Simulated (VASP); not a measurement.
Write the native input for VASP 6.6.1 that does the following.

* Task: relaxation of cell and atoms
* Functional: PBE
* Potentials or basis: VASP PAW PBE potentials, release 64 (Ti_sv, Te)
* Cutoff: 600 eV
* k mesh: 12 × 12 × 6
* Occupations: methfessel-paxton, width 0.1 eV
* Spin: no spin polarisation
* Further INCAR settings: ALGO = Normal; EDIFF = 1e-07; IBRION = 2; EDIFFG = -0.005; NSW = 90; ISIF = 3

The structure of TiTe2 lies in POSCAR:

```
TiTe2                                   
1.0
    3.7706570838      0.0000000000      0.0000000000
   -1.8853285419      3.2654848236     -0.0000000000
   -0.0000000000     -0.0000000000      6.8218843483
  Ti              Te            
     1     2
Direct
     0.0000000000000000    0.0000000000000000    0.0000000000000000
     0.6666666667000030    0.3333333332999970    0.2534166635363495
     0.3333333332999970    0.6666666667000030    0.7465833364636505
```

The input as run:

INCAR

```
SYSTEM = TiTe2
ALGO = Normal
EDIFF = 1E-7
EDIFFG = -0.005
ENCUT = 600
GGA = PE
IBRION = 2
ISIF = 3
ISMEAR = 1
LASPH = .TRUE.
LCHARG = .FALSE.
LREAL = .FALSE.
LWAVE = .FALSE.
NELM = 80
NSW = 90
PREC = Accurate
SIGMA = 0.1
```

KPOINTS

```
k-points
0
G
  12 12 6
  0 0 0
```

Potentials or basis: VASP PAW PBE potentials, release 64 (Ti_sv, Te).

Command:

```bash
$ cat potpaw_PBE.64/Ti_sv/POTCAR potpaw_PBE.64/Te/POTCAR > POTCAR
$ mpirun -np 1 vasp_std > vasp.out
```

Results of the run:

```yaml
Relaxed_volume: 28.01 Å³/atom
Relaxed_cell: a = 3.771 Å, b = 3.771 Å, c = 6.824 Å, α = 90.00°, β = 90.00°, γ = 120.00°
Space_group_after_relaxing_to_0.05_Å: P-3m1 (No. 164)
Energy_gained_by_relaxing: 0.0 meV/atom
Ionic_steps: 3
Pressure_after_relaxing: 0.0 GPa
Largest_force_after_relaxing: 0.004 eV/Å
Band_gap_on_the_k_mesh: none (metal or under the smearing width)
```

Caveat: this functional lacks dispersion, which binds the layers, so the pressure and a relaxed spacing across them are unreliable.

It took 4.3 min on 1 thread of Intel(R) Xeon(R) Platinum 8488C (Sapphire Rapids), on a shared host, peak memory 0.33 GiB.
